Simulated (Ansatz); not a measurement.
## A series in temperature on LiCl

All results are calculated (Ansatz 0.2.0). Harmonic vibrational free energy, entropy and heat capacity at constant volume, per atom, from the force constants of a q mesh, imaginary modes left out; plane waves with PAW datasets, Gamma-centred k mesh.

Structure of every row (space group Fm-3m, No. 225):
```
CELL_PARAMETERS angstrom
0.00000 2.57500 2.57500
2.57500 0.00000 2.57500
2.57500 2.57500 0.00000
ATOMIC_POSITIONS crystal
Li 0.00000 0.00000 0.00000
Cl 0.50000 0.50000 0.50000
```

Settings of every row: functional PBE; dispersion none; spin none; wave cutoff 420 eV; k mesh 8x8x8; occupations fixed; smearing width 0 eV; pressure 0 GPa; phonon method linear response; q mesh 4x4x4.

| row | temperature (K) | phonon entropy (kB/atom) | phonon heat capacity (kB/atom) | phonon free energy (meV/atom) |
| --- | --- | --- | --- | --- |
| 1 | 200 | 2.655 | 2.582 | 13.9 |
| 2 | 300 | 3.751 | 2.799 | -14 |
| 3 | 400 | ? | ? | ? |
| 4 | 500 | 5.218 | 2.924 | -92.2 |
| 5 | 600 | 5.753 | 2.947 | -139.6 |
| 6 | 700 | 6.208 | 2.961 | -191.2 |
| 7 | 800 | 6.604 | 2.97 | -246.4 |
| 8 | 900 | 6.954 | 2.976 | -304.8 |
| 9 | 1000 | 7.268 | 2.981 | -366.1 |

Question: what phonon entropy and phonon heat capacity should row 3 give?

Worked fit of phonon entropy. Entropy rises as the heat capacity times the change of ln T, so take t = ln(T / 300 K). The shown rows have t = -0.4055, 0, 0.5108, 0.6931, 0.8473, 0.9808, 1.0986, 1.204. Least squares give phonon entropy = 3.764 + 2.79189 × t + 0.10259 × t² kB/atom; a straight line predicts inner rows, each left out in turn, worse (root mean square 0.026 against 0.0091 kB/atom). The rows lie off it by 0.006, -0.013, 0.001, 0.005, 0.005, 0.003, -0.001, -0.006 (root mean square 0.0061 kB/atom), a smooth pattern that one more power would take up: the form is only approximate. The slope at t = 0, 2.79 kB/atom, estimates the heat capacity at 300 K. The withheld row has t = 0.2877, so the fit gives 3.764 + 2.79189 × (0.2877) + 0.10259 × (0.2877)² = 4.576 kB/atom.

The calculation gave 4.569 kB/atom. The fit lies 0.007 kB/atom (0.15 % of the column's range) above it; its largest miss of a shown row is 0.013 kB/atom.

Worked fit of phonon heat capacity. At high temperature a harmonic heat capacity falls short of its limit by a term in 1/T², so take t = (100 K / T)². The shown rows have t = 0.25, 0.11111, 0.04, 0.02778, 0.02041, 0.01562, 0.01235, 0.01. Least squares give phonon heat capacity = 2.9997 − 1.9185 × t + 0.992 × t² kB/atom; a straight line predicts inner rows, each left out in turn, worse (root mean square 0.0054 against 0.00071 kB/atom). The rows lie off it by 0.000, 0.000, -0.001, 0.000, 0.000, 0.000, 0.000, 0.000. The constant, 2.9997 kB/atom, is to be held against the harmonic limit of 3 k_B an atom. The withheld row has t = 0.0625, so the fit gives 2.9997 − 1.9185 × (0.0625) + 0.992 × (0.0625)² = 2.884 kB/atom.

The calculation gave 2.883 kB/atom. The fit lies 0.001 kB/atom (0.25 % of the column's range) above it, one unit of the last digit.

The other values of row 3: phonon free energy -50 meV/atom.
